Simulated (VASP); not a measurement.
Wanted: the native input for a VASP 6.6.1 run.

- Task: single point
- Functional: PBE
- Potentials or basis: VASP PAW PBE potentials, release 64 (Si)
- Cutoff: 520 eV
- k mesh: 2 × 2 × 2
- Occupations: gaussian, width 0.02 eV
- Spin: no spin polarisation
- Dipole correction: no
- Further INCAR settings: LREAL = Auto; ALGO = Fast; EDIFF = 1e-07; NBANDS = 48

The structure of Si (a cell with a defect) lies in POSCAR:

```
Si
1.0
    0.0000000000      5.4300000000      5.4300000000
    5.4300000000      0.0000000000      5.4300000000
    5.4300000000      5.4300000000      0.0000000000
Si
17
Direct
   -0.0118041150      0.0011856310      0.0016997672
    0.0885070420      0.1367958961      0.1375719839
   -0.0117820651      0.0011368996      0.5093714965
    0.1313904927      0.1069047264      0.6310703566
   -0.0116969629      0.5085935476      0.0017404197
    0.1304203664      0.6304892000      0.1084365090
    0.0779793492      0.4734819045      0.4748110574
    0.1312873848      0.6304794080      0.6310796011
    0.4633637760      0.0118351544      0.0127024123
    0.6173629017      0.1209952051      0.1216185974
    0.5040949730     -0.0339668660      0.5152766367
    0.6174145768      0.1208476084      0.6406369891
    0.5031270571      0.5147376509     -0.0328624572
    0.6174713473      0.6397730017      0.1215635226
    0.5040025621      0.5144032499      0.5153464227
    0.6937271386      0.6015940516      0.6028441584
    0.5147257553      0.3281606909      0.3288538866
```

The cell was built by a generator and needn't be a form met in nature.

These files were run (other wordings do the same):

INCAR

```
SYSTEM = Si
  ALGO = Fast
  EDIFF = 1E-7
  ENCUT = 520
  GGA = PE
  ISIF = 2
  ISMEAR = 0
  LASPH = .True.
  LCHARG = .False.
  LREAL = Auto
  LWAVE = .False.
  NBANDS = 48
  NELM = 100
  PREC = Accurate
  SIGMA = 0.02
```

KPOINTS

```
k-points
0
Gamma
  2 2 2
  0 0 0
```

Potentials or basis: VASP PAW PBE potentials, release 64 (Si).

The run is started by

```console
$ cat potpaw_PBE.64/Si/POTCAR > POTCAR
$ mpirun -np 1 vasp_std > vasp.out
```

Results of the run:

```json
{
  "Pressure": "4.6 GPa",
  "Largest force": "0.054 eV/Å",
  "Band gap on the k mesh": "0.05 eV, indirect (least direct gap 0.45 eV)"
}
```

Caveat: the k mesh is coarse (spacing up to 0.50 Å⁻¹), so the values aren't converged.

Wall time 2.8 min on 1 thread of AMD EPYC 9R45 96-Core Processor (Zen 5) (shared host), peak memory 0.44 GiB.
